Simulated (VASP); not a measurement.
The system is AlP.

```
Al P
1.0
     0.00000    2.72550    2.72550
     2.72550    0.00000    2.72550
     2.72550    2.72550    0.00000
Al P
1 1
Direct
  0.00000 0.00000 0.00000
  0.25000 0.25000 0.25000
```

Base run:

- Program: VASP 6.6.1
- Functional: LDA
- Potentials or basis: VASP PAW LDA potentials, release 64 (Al, P)
- Cutoff: 520 eV
- k mesh: 7 × 7 × 7
- Occupations: fermi-dirac, width 0.02 eV
- Spin: no spin polarisation

Its results: band gap on the k mesh 1.56 eV, indirect (least direct gap 3.16 eV); pressure -0.8 GPa.

Problem. The run is repeated on the same cell with these changes: cutoff from 520 eV to 300 eV; k mesh from 7 × 7 × 7 to 4 × 4 × 4. What comes out?

Solution. Band gap on the k mesh 1.40 eV, indirect (least direct gap 3.15 eV); pressure -0.5 GPa.

Caveats: some runs use coarse meshes; an odd mesh through Γ misses points on the zone boundary, where band edges often lie (some runs); the cutoff is under 1.25 times the usual one of these potentials, so pressure, stress and relaxed cells hold a basis-set (Pulay) error (some runs).
